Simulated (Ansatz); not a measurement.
**Titanium, hcp under PBE: testing the plane-wave cutoff**

A convergence test of the plane-wave cutoff. The geometry was relaxed under PBE beforehand and stays fixed; 9 values are run, from 150 to 800 eV. Wanted are the values from which on the energy stays within 10 and 1 meV/atom, and the pressure within 0.5 GPa, of the last run. Within the series other settings stay, but some runs also write fields, which adds to their time. Spin polarisation is left out.

Method: DFT PBE, plane waves with PAW, scalar-relativistic, in Ansatz 0.2.0.

### Step 1. The structure to begin with

It takes space group P6_3/mmc (No. 194, hexagonal). The conventional cell has a = 2.939 Å, b = 2.939 Å, c = 4.656 Å, α = 90.00°, β = 90.00°, γ = 120.00°. Ti (site symmetry -6m2) is surrounded by 12 Ti at 2.88 to 2.94 Å.

Structure file:

```cif
data_structure
_symmetry_space_group_name_H-M 'P6_3/mmc'
_symmetry_Int_Tables_number 194
_cell_length_a 2.9391
_cell_length_b 2.9391
_cell_length_c 4.6560
_cell_angle_alpha 90.000
_cell_angle_beta 90.000
_cell_angle_gamma 120.000
_cell_volume 34.83
loop_
_atom_site_label
_atom_site_type_symbol
_atom_site_symmetry_multiplicity
_atom_site_Wyckoff_symbol
_atom_site_fract_x
_atom_site_fract_y
_atom_site_fract_z
_atom_site_occupancy
Ti1 Ti 2 c 0.33333 0.66667 0.25000 1
```

### Step 2. The usual settings first

Input file input.yaml:

```yaml
crystal:
  lattice:
    - [2.9390756844, 0.0, 0.0]
    - [-1.4695378422, 2.5453142064, 0.0]
    - [0.0, 0.0, 4.6559893251]
  atoms:
    - { symbol: Ti, position: [0.3333333333, 0.6666666667, 0.25] }
    - { symbol: Ti, position: [0.6666666667, 0.3333333333, 0.75] }
hamiltonian:
  xc: pbe
  pseudopotentials:
    kind: paw
    azcp:
      Ti: "pseudopotentials/Ti.paw.azcp"
basis:
  ecutwfc: 420
  fft_grid_basis: typed
kpoints:
  mp_grid: { grid: [20, 20, 11], shift: [0, 0, 0] }
magnetization:
  spin_polarized: false
scf:
  occupations: { method: fermi_dirac, width: 0.1 }
  lower_state_search: "off"
output:
  stress: true
  write_density: true
  write_potential: true
  elf: true
  volumetric_format: npy
```

Command:

```
$ ansatz run input.yaml --threads 1 --pin off --max-ram 3584MiB --backend cpu --events-out ev --progress --plain --runs-dir out
```

The log of the run, shortened:

```text
[...]
Pseudopotentials: kind: paw
Pseudopotential: Ti, paw, valence charge 12, recommended cutoff 420 eV (normal), <dir>
Functional definition: PBE
[...]
Crystal: 2 atoms, lattice volume = 34.831 Å³
Basis set: ecut = 420 eV, 687 PW (Γ)
Bands: 16, of which v1, the nominal top of the filled ones, is band 12 counted from 1 (11 counted from 0)
Symmetry: 24 space group operations
Space group: P63/mmc (ITA 194), of the structure as read, at distance tolerance 3.3e-5 Å
k-points: 264 of 4400
[...]
SCF iter   1: F=—  HF=-4999.370135 eV  |F-HF|=—  |Δ(HF+E_count)|=         —  Δρ=4.16e-3  dr2=2.67e-3  ethr=1.77e-3  ⟨swp⟩=4.4  Hψ=39167  notcnv=0
[...]
SCF iter   6: F=-4999.369716 eV  HF=-4999.369716 eV  |F-HF|=1.82e-12  |Δ(HF+E_count)|=   4.65e-9  Δρ=4.04e-7  dr2=3.70e-11  ethr=2.13e-11  ⟨swp⟩=4.7  Hψ=23250  notcnv=0
[...]
SCF converged after 6 iterations
Free energy (F): -4999.369716 eV
[...]
E sigma→0 (E₀):  -4999.331274 eV
Entropy (-TS):   -0.076883 eV (-38.442 meV/atom)
Fermi energy:    13.319554 eV
[...]
--- Stress (GPa, compression-positive) ---
        0.018279       0.000000       0.000000
        0.000000       0.018279       0.000000
        0.000000       0.000000      -0.031085
  P = ⅓ Tr σ = 0.0018 GPa (0.018 kbar)
--- Band table (eV; the first three rows and the last of 264) ---
  k-point 0: bands = ["-43.4725", "-43.3359", "-20.0703", "-19.4394", "-19.4394", "-19.3644", "-19.3390", "-19.3390", "7.1595", "10.6642", "14.0939", "14.1166", "14.1166", "14.2349", "14.6143", "14.6143", "14.9727", "14.9727", "16.5005", "16.5005"]
[...]
```

Run time: 16 s. Hardware: 1 thread of Intel Xeon Platinum 8259CL at 2.50GHz (Skylake/Cascade Lake), shared host; peak memory 0.63 GiB.

### Step 3. With a cutoff of 150 eV

The run at 150 eV.

Changes to input.yaml since step 2:

```diff
@@ -15,6 +15,6 @@
 basis:
-  ecutwfc: 420
+  ecutwfc: 150
   fft_grid_basis: typed
 kpoints:
-  mp_grid: { grid: [20, 20, 11], shift: [0, 0, 0] }
+  mp_grid: { grid: [12, 12, 7], shift: [0, 0, 0] }
 magnetization:
@@ -26,5 +26 @@
   stress: true
-  write_density: true
-  write_potential: true
-  elf: true
-  volumetric_format: npy
```

Command:

```
$ ansatz run input.yaml --threads 1 --pin off --max-ram 3584MiB --backend cpu --events-out ev --progress --plain --runs-dir out
```

The log of the run, shortened:

```text
Warning: basis.ecutwfc = 150 eV is below the records' recommended 420 eV, and the density's cutoff is lower with it unless basis.ecutrho_ratio is high enough to keep the records' density cutoff: compare with a run at a higher cutoff
Warning: basis.ecutrho_ratio 4 (ecutrho = 600 eV, dense FFT grid 12×12×20): the grid does not resolve the core-correction charge of Ti (measure 0.29 e/Å^2.5); warned from 0.08. The energy and each atom's force then go with where the atoms sit on the grid: on a 12-atom cubic HfO2 cell [...]
[... 3 set-up lines as earlier in the session ...]
[...]
Crystal: 2 atoms, lattice volume = 34.831 Å³
Basis set: ecut = 150 eV, 135 PW (Γ)
Bands: 16, of which v1, the nominal top of the filled ones, is band 12 counted from 1 (11 counted from 0)
[... 2 set-up lines as earlier in the session ...]
k-points: 76 of 1008
[...]
SCF iter   1: F=—  HF=-4960.991591 eV  |F-HF|=—  |Δ(HF+E_count)|=         —  Δρ=2.48e-1  dr2=1.37e1  ethr=1.77e-3  ⟨swp⟩=3.2  Hψ=4618  notcnv=0
[...]
SCF iter   7: F=-4951.703709 eV  HF=-4951.703709 eV  |F-HF|=2.93e-9  |Δ(HF+E_count)|=   2.73e-8  Δρ=3.37e-6  dr2=3.84e-9  ethr=4.17e-10  ⟨swp⟩=3.9  Hψ=3690  notcnv=0
[...]
SCF converged after 7 iterations
Free energy (F): -4951.703709 eV
[...]
E sigma→0 (E₀):  -4951.659392 eV
Entropy (-TS):   -0.088634 eV (-44.317 meV/atom)
Fermi energy:    13.750539 eV
[...]
--- Stress (GPa, compression-positive) ---
      -21.480491       0.000000       0.000000
        0.000000     -21.480491       0.000000
        0.000000       0.000000     -31.763476
  P = ⅓ Tr σ = -24.9082 GPa (-249.082 kbar)
```

Wall time 1.5 s (1 thread of Intel Xeon Platinum 8259CL at 2.50GHz (Skylake/Cascade Lake), shared host); peak memory 0.46 GiB.

### Step 4. With a cutoff of 200 eV

The run at 200 eV.

Changes to input.yaml since step 3:

```diff
@@ -15,3 +15,3 @@
 basis:
-  ecutwfc: 150
+  ecutwfc: 200
   fft_grid_basis: typed
```

Command:

```
$ ansatz run input.yaml --threads 1 --pin off --max-ram 3584MiB --backend cpu --events-out ev --progress --plain --runs-dir out
```

The log of the run, shortened:

```text
Warning: basis.ecutwfc = 200 eV is below the records' recommended 420 eV, and the density's cutoff is lower with it unless basis.ecutrho_ratio is high enough to keep the records' density cutoff: compare with a run at a higher cutoff
[...]
[... 3 set-up lines as earlier in the session ...]
[...]
Crystal: 2 atoms, lattice volume = 34.831 Å³
Basis set: ecut = 200 eV, 233 PW (Γ)
Bands: 16, of which v1, the nominal top of the filled ones, is band 12 counted from 1 (11 counted from 0)
[... 2 set-up lines as earlier in the session ...]
k-points: 76 of 1008
[...]
SCF iter   1: F=—  HF=-4989.710534 eV  |F-HF|=—  |Δ(HF+E_count)|=         —  Δρ=8.60e-2  dr2=1.35e0  ethr=1.77e-3  ⟨swp⟩=3.1  Hψ=4484  notcnv=0
[...]
SCF iter   6: F=-4988.747234 eV  HF=-4988.747234 eV  |F-HF|=1.21e-9  |Δ(HF+E_count)|=   2.55e-7  Δρ=1.24e-5  dr2=4.00e-8  ethr=4.17e-10  ⟨swp⟩=3.2  Hψ=3433  notcnv=0
[...]
SCF converged after 6 iterations
Free energy (F): -4988.747234 eV
[...]
E sigma→0 (E₀):  -4988.710092 eV
Entropy (-TS):   -0.074284 eV (-37.142 meV/atom)
Fermi energy:    13.422100 eV
[...]
--- Stress (GPa, compression-positive) ---
       12.694477      -0.000000       0.000000
        0.000000      12.694477       0.000000
        0.000000       0.000000      12.862569
  P = ⅓ Tr σ = 12.7505 GPa (127.505 kbar)
```

Wall time 1.7 s (1 thread of Intel Xeon Platinum 8259CL at 2.50GHz (Skylake/Cascade Lake), shared host); peak memory 0.46 GiB.

### Step 5. With a cutoff of 250 eV

The run at 250 eV.

Changes to input.yaml since step 4:

```diff
@@ -15,3 +15,3 @@
 basis:
-  ecutwfc: 200
+  ecutwfc: 250
   fft_grid_basis: typed
```

Command:

```
$ ansatz run input.yaml --threads 1 --pin off --max-ram 3584MiB --backend cpu --events-out ev --progress --plain --runs-dir out
```

The log of the run, shortened:

```text
Warning: basis.ecutwfc = 250 eV is below the records' recommended 420 eV, and the density's cutoff is lower with it unless basis.ecutrho_ratio is high enough to keep the records' density cutoff: compare with a run at a higher cutoff
[...]
[... 3 set-up lines as earlier in the session ...]
[...]
Crystal: 2 atoms, lattice volume = 34.831 Å³
Basis set: ecut = 250 eV, 313 PW (Γ)
Bands: 16, of which v1, the nominal top of the filled ones, is band 12 counted from 1 (11 counted from 0)
[... 2 set-up lines as earlier in the session ...]
k-points: 76 of 1008
[...]
SCF iter   1: F=—  HF=-4997.476172 eV  |F-HF|=—  |Δ(HF+E_count)|=         —  Δρ=2.54e-2  dr2=1.01e-1  ethr=1.77e-3  ⟨swp⟩=3.2  Hψ=4850  notcnv=0
[...]
SCF iter   6: F=-4997.396521 eV  HF=-4997.396521 eV  |F-HF|=1.06e-9  |Δ(HF+E_count)|=   4.22e-8  Δρ=2.52e-6  dr2=1.56e-9  ethr=4.17e-10  ⟨swp⟩=3.1  Hψ=3693  notcnv=0
[...]
SCF converged after 6 iterations
Free energy (F): -4997.396521 eV
[...]
E sigma→0 (E₀):  -4997.357282 eV
Entropy (-TS):   -0.078478 eV (-39.239 meV/atom)
Fermi energy:    13.289589 eV
[...]
--- Stress (GPa, compression-positive) ---
       -1.914775      -0.000000       0.000000
        0.000000      -1.914775       0.000000
        0.000000       0.000000      -1.689160
  P = ⅓ Tr σ = -1.8396 GPa (-18.396 kbar)
```

It took 2 s on 1 thread of Intel Xeon Platinum 8259CL at 2.50GHz (Skylake/Cascade Lake), shared host; peak memory 0.48 GiB.

### Step 6. With a cutoff of 300 eV

The run at 300 eV.

Changes to input.yaml since step 5:

```diff
@@ -15,3 +15,3 @@
 basis:
-  ecutwfc: 250
+  ecutwfc: 300
   fft_grid_basis: typed
@@ -26 +26,5 @@
   stress: true
+  write_density: true
+  write_potential: true
+  elf: true
+  volumetric_format: npy
```

Command:

```
$ ansatz run input.yaml --threads 1 --pin off --max-ram 3584MiB --backend cpu --events-out ev --progress --plain --runs-dir out
```

The log of the run, shortened:

```text
Warning: basis.ecutwfc = 300 eV is below the records' recommended 420 eV, and the density's cutoff is lower with it unless basis.ecutrho_ratio is high enough to keep the records' density cutoff: compare with a run at a higher cutoff
[...]
[... 3 set-up lines as earlier in the session ...]
[...]
Crystal: 2 atoms, lattice volume = 34.831 Å³
Basis set: ecut = 300 eV, 391 PW (Γ)
Bands: 16, of which v1, the nominal top of the filled ones, is band 12 counted from 1 (11 counted from 0)
[... 2 set-up lines as earlier in the session ...]
k-points: 76 of 1008
[...]
SCF iter   1: F=—  HF=-4999.115266 eV  |F-HF|=—  |Δ(HF+E_count)|=         —  Δρ=7.22e-3  dr2=7.32e-3  ethr=1.77e-3  ⟨swp⟩=3.4  Hψ=4814  notcnv=0
[...]
SCF iter   6: F=-4999.112810 eV  HF=-4999.112810 eV  |F-HF|=1.95e-10  |Δ(HF+E_count)|=   1.88e-9  Δρ=1.71e-6  dr2=2.76e-10  ethr=1.42e-10  ⟨swp⟩=3.6  Hψ=5821  notcnv=0
[...]
SCF converged after 6 iterations
Free energy (F): -4999.112810 eV
[...]
E sigma→0 (E₀):  -4999.074122 eV
Entropy (-TS):   -0.077376 eV (-38.688 meV/atom)
Fermi energy:    13.309017 eV
[...]
--- Stress (GPa, compression-positive) ---
       -0.247351       0.000000       0.000000
        0.000000      -0.247351       0.000000
        0.000000       0.000000      -0.175748
  P = ⅓ Tr σ = -0.2235 GPa (-2.235 kbar)
--- Band table (eV; the first three rows and the last of 76) ---
  k-point 0: bands = ["-43.5533", "-43.4196", "-20.1426", "-19.5060", "-19.5060", "-19.4326", "-19.3976", "-19.3976", "7.1506", "10.6566", "14.0854", "14.1133", "14.1133", "14.2420", "14.6399", "14.6399"]
[...]
```

Run time: 2.6 s. Hardware: 1 thread of Intel Xeon Platinum 8259CL at 2.50GHz (Skylake/Cascade Lake), shared host; peak memory 0.49 GiB.

### Step 7. With a cutoff of 350 eV

The run at 350 eV.

Changes to input.yaml since step 6:

```diff
@@ -15,3 +15,3 @@
 basis:
-  ecutwfc: 300
+  ecutwfc: 350
   fft_grid_basis: typed
@@ -26,5 +26 @@
   stress: true
-  write_density: true
-  write_potential: true
-  elf: true
-  volumetric_format: npy
```

Command:

```
$ ansatz run input.yaml --threads 1 --pin off --max-ram 3584MiB --backend cpu --events-out ev --progress --plain --runs-dir out
```

The log of the run, shortened:

```text
Warning: basis.ecutwfc = 350 eV is below the records' recommended 420 eV, and the density's cutoff is lower with it unless basis.ecutrho_ratio is high enough to keep the records' density cutoff: compare with a run at a higher cutoff
[...]
[... 3 set-up lines as earlier in the session ...]
[...]
Crystal: 2 atoms, lattice volume = 34.831 Å³
Basis set: ecut = 350 eV, 537 PW (Γ)
Bands: 16, of which v1, the nominal top of the filled ones, is band 12 counted from 1 (11 counted from 0)
[... 2 set-up lines as earlier in the session ...]
k-points: 76 of 1008
[...]
SCF iter   1: F=—  HF=-4999.354074 eV  |F-HF|=—  |Δ(HF+E_count)|=         —  Δρ=4.28e-3  dr2=2.82e-3  ethr=1.77e-3  ⟨swp⟩=3.5  Hψ=4783  notcnv=0
[...]
SCF iter   6: F=-4999.353791 eV  HF=-4999.353791 eV  |F-HF|=4.46e-11  |Δ(HF+E_count)|=   3.09e-9  Δρ=6.36e-7  dr2=6.83e-11  ethr=3.61e-11  ⟨swp⟩=1.2  Hψ=3951  notcnv=0
[...]
SCF converged after 6 iterations
Free energy (F): -4999.353791 eV
[...]
E sigma→0 (E₀):  -4999.315206 eV
Entropy (-TS):   -0.077169 eV (-38.584 meV/atom)
Fermi energy:    13.316950 eV
[...]
--- Stress (GPa, compression-positive) ---
        0.039716       0.000000       0.000000
        0.000000       0.039716       0.000000
        0.000000       0.000000      -0.011103
  P = ⅓ Tr σ = 0.0228 GPa (0.228 kbar)
```

It took 2 s on 1 thread of Intel Xeon Platinum 8259CL at 2.50GHz (Skylake/Cascade Lake), shared host; peak memory 0.49 GiB.

### Step 8. With a cutoff of 420 eV

The run at 420 eV.

Changes to input.yaml since step 7:

```diff
@@ -15,3 +15,3 @@
 basis:
-  ecutwfc: 350
+  ecutwfc: 420
   fft_grid_basis: typed
```

Command:

```
$ ansatz run input.yaml --threads 1 --pin off --max-ram 3584MiB --backend cpu --events-out ev --progress --plain --runs-dir out
```

The log of the run, shortened:

```text
[...]
[... 3 set-up lines as earlier in the session ...]
[...]
Crystal: 2 atoms, lattice volume = 34.831 Å³
Basis set: ecut = 420 eV, 687 PW (Γ)
Bands: 16, of which v1, the nominal top of the filled ones, is band 12 counted from 1 (11 counted from 0)
[... 2 set-up lines as earlier in the session ...]
k-points: 76 of 1008
[...]
SCF iter   1: F=—  HF=-4999.369921 eV  |F-HF|=—  |Δ(HF+E_count)|=         —  Δρ=4.16e-3  dr2=2.74e-3  ethr=1.77e-3  ⟨swp⟩=3.6  Hψ=4895  notcnv=0
[...]
SCF iter   6: F=-4999.369615 eV  HF=-4999.369615 eV  |F-HF|=6.00e-11  |Δ(HF+E_count)|=   2.96e-9  Δρ=7.03e-7  dr2=8.07e-11  ethr=9.50e-11  ⟨swp⟩=1.7  Hψ=3779  notcnv=0
[...]
SCF converged after 6 iterations
Free energy (F): -4999.369615 eV
[...]
E sigma→0 (E₀):  -4999.331053 eV
Entropy (-TS):   -0.077124 eV (-38.562 meV/atom)
Fermi energy:    13.318814 eV
[...]
--- Stress (GPa, compression-positive) ---
        0.023957       0.000000       0.000000
        0.000000       0.023957       0.000000
        0.000000       0.000000      -0.019596
  P = ⅓ Tr σ = 0.0094 GPa (0.094 kbar)
```

Wall time 2.2 s (1 thread of Intel Xeon Platinum 8259CL at 2.50GHz (Skylake/Cascade Lake), shared host); peak memory 0.51 GiB.

### Step 9. With a cutoff of 500 eV

The run at 500 eV.

Changes to input.yaml since step 8:

```diff
@@ -15,3 +15,3 @@
 basis:
-  ecutwfc: 420
+  ecutwfc: 500
   fft_grid_basis: typed
```

Command:

```
$ ansatz run input.yaml --threads 1 --pin off --max-ram 3584MiB --backend cpu --events-out ev --progress --plain --runs-dir out
```

The log of the run, shortened:

```text
[...]
[... 3 set-up lines as earlier in the session ...]
[...]
Crystal: 2 atoms, lattice volume = 34.831 Å³
Basis set: ecut = 500 eV, 881 PW (Γ)
Bands: 16, of which v1, the nominal top of the filled ones, is band 12 counted from 1 (11 counted from 0)
[... 2 set-up lines as earlier in the session ...]
k-points: 76 of 1008
[...]
SCF iter   1: F=—  HF=-4999.371386 eV  |F-HF|=—  |Δ(HF+E_count)|=         —  Δρ=4.19e-3  dr2=2.74e-3  ethr=1.77e-3  ⟨swp⟩=3.8  Hψ=4957  notcnv=0
[...]
SCF iter   6: F=-4999.371317 eV  HF=-4999.371317 eV  |F-HF|=3.00e-11  |Δ(HF+E_count)|=   1.14e-9  Δρ=1.07e-6  dr2=2.29e-10  ethr=1.03e-10  ⟨swp⟩=1.4  Hψ=3909  notcnv=0
[...]
SCF converged after 6 iterations
Free energy (F): -4999.371317 eV
[...]
E sigma→0 (E₀):  -4999.332755 eV
Entropy (-TS):   -0.077124 eV (-38.562 meV/atom)
Fermi energy:    13.318240 eV
[...]
--- Stress (GPa, compression-positive) ---
        0.024234       0.000000       0.000000
       -0.000000       0.024234       0.000000
        0.000000       0.000000      -0.019192
  P = ⅓ Tr σ = 0.0098 GPa (0.098 kbar)
```

Wall time 3.7 s (1 thread of Intel Xeon Platinum 8259CL at 2.50GHz (Skylake/Cascade Lake), shared host); peak memory 0.52 GiB.

### Step 10. With a cutoff of 600 eV

The run at 600 eV.

Changes to input.yaml since step 9:

```diff
@@ -15,3 +15,3 @@
 basis:
-  ecutwfc: 500
+  ecutwfc: 600
   fft_grid_basis: typed
```

Command:

```
$ ansatz run input.yaml --threads 1 --pin off --max-ram 3584MiB --backend cpu --events-out ev --progress --plain --runs-dir out
```

The log of the run, shortened:

```text
[...]
[... 3 set-up lines as earlier in the session ...]
[...]
Crystal: 2 atoms, lattice volume = 34.831 Å³
Basis set: ecut = 600 eV, 1141 PW (Γ)
Bands: 16, of which v1, the nominal top of the filled ones, is band 12 counted from 1 (11 counted from 0)
[... 2 set-up lines as earlier in the session ...]
k-points: 76 of 1008
[...]
SCF iter   1: F=—  HF=-4999.372332 eV  |F-HF|=—  |Δ(HF+E_count)|=         —  Δρ=4.21e-3  dr2=2.75e-3  ethr=1.77e-3  ⟨swp⟩=3.8  Hψ=4956  notcnv=0
[...]
SCF iter   6: F=-4999.372208 eV  HF=-4999.372208 eV  |F-HF|=4.09e-11  |Δ(HF+E_count)|=   1.49e-9  Δρ=1.04e-6  dr2=2.02e-10  ethr=1.02e-10  ⟨swp⟩=1.2  Hψ=3992  notcnv=0
[...]
SCF converged after 6 iterations
Free energy (F): -4999.372208 eV
[...]
E sigma→0 (E₀):  -4999.333648 eV
Entropy (-TS):   -0.077122 eV (-38.561 meV/atom)
Fermi energy:    13.318035 eV
[...]
--- Stress (GPa, compression-positive) ---
        0.020529       0.000000       0.000000
        0.000000       0.020529       0.000000
        0.000000       0.000000      -0.020784
  P = ⅓ Tr σ = 0.0068 GPa (0.068 kbar)
```

It took 5.1 s on 1 thread of Intel Xeon Platinum 8259CL at 2.50GHz (Skylake/Cascade Lake), shared host; peak memory 0.53 GiB.

### Step 11. With a cutoff of 800 eV

The run at 800 eV.

Changes to input.yaml since step 10:

```diff
@@ -15,3 +15,3 @@
 basis:
-  ecutwfc: 600
+  ecutwfc: 800
   fft_grid_basis: typed
```

Command:

```
$ ansatz run input.yaml --threads 1 --pin off --max-ram 3584MiB --backend cpu --events-out ev --progress --plain --runs-dir out
```

The log of the run, shortened:

```text
[...]
[... 3 set-up lines as earlier in the session ...]
[...]
Crystal: 2 atoms, lattice volume = 34.831 Å³
Basis set: ecut = 800 eV, 1785 PW (Γ)
Bands: 16, of which v1, the nominal top of the filled ones, is band 12 counted from 1 (11 counted from 0)
[... 2 set-up lines as earlier in the session ...]
k-points: 76 of 1008
[...]
SCF iter   1: F=—  HF=-4999.372855 eV  |F-HF|=—  |Δ(HF+E_count)|=         —  Δρ=4.22e-3  dr2=2.76e-3  ethr=1.77e-3  ⟨swp⟩=3.8  Hψ=4944  notcnv=0
[...]
SCF iter   6: F=-4999.372813 eV  HF=-4999.372813 eV  |F-HF|=1.27e-11  |Δ(HF+E_count)|=   2.27e-9  Δρ=1.22e-6  dr2=3.05e-10  ethr=1.08e-10  ⟨swp⟩=1.5  Hψ=3906  notcnv=0
[...]
SCF converged after 6 iterations
Free energy (F): -4999.372813 eV
[...]
E sigma→0 (E₀):  -4999.334253 eV
Entropy (-TS):   -0.077120 eV (-38.560 meV/atom)
Fermi energy:    13.317958 eV
[...]
--- Stress (GPa, compression-positive) ---
        0.015115       0.000000       0.000000
        0.000000       0.015115       0.000000
        0.000000       0.000000      -0.024456
  P = ⅓ Tr σ = 0.0019 GPa (0.019 kbar)
```

Run time: 8.2 s. Hardware: 1 thread of Intel Xeon Platinum 8259CL at 2.50GHz (Skylake/Cascade Lake), shared host; peak memory 0.57 GiB.

### Step 12. Convergence table

Energies count from the run at 800 eV.

| cutoff (eV) | plane waves at Γ | E(σ → 0) (meV/atom) | P (GPa) | SCF cycles | CPU time |
| --- | --- | --- | --- | --- | --- |
| 150 | 135 | 23837.43 | -24.91 | 7 | 1.5 s |
| 200 | 233 | 5312.08 | 12.75 | 6 | 1.7 s |
| 250 | 313 | 988.49 | -1.84 | 6 | 2 s |
| 300 | 391 | 130.07 | -0.22 | 6 | 2.6 s |
| 350 | 537 | 9.52 | 0.02 | 6 | 2 s |
| 420 | 687 | 1.60 | 0.01 | 6 | 2.2 s |
| 500 | 881 | 0.75 | 0.01 | 6 | 3.7 s |
| 600 | 1141 | 0.30 | 0.01 | 6 | 5.1 s |
| 800 | 1785 | 0.00 | 0.00 | 6 | 8.3 s |

### Step 13. Summary of results

```
                                                                     quantity                                value
                                  E(σ → 0) stays within 10 meV/atom of 800 eV                       from 350 eV on
                                             E(σ → 0) stays within 1 meV/atom                       from 500 eV on
                                                pressure stays within 0.5 GPa                       from 300 eV on
                                                           pressure at 800 eV                             0.00 GPa
                                              CPU time, dearest over cheapest                                  5.6
run at the usual settings (mesh 20×20×11 against the series' 12×12×7, 420 eV)  +1.5 meV/atom from 800 eV, 0.00 GPa
```

In words: The far end, 150 eV, lies +23837 meV/atom and -24.9 GPa from the yardstick. The energy falls at each step up in cutoff, as the variational principle asks. Total energies within 1 meV/atom need 500 eV; differences between like structures often settle sooner.
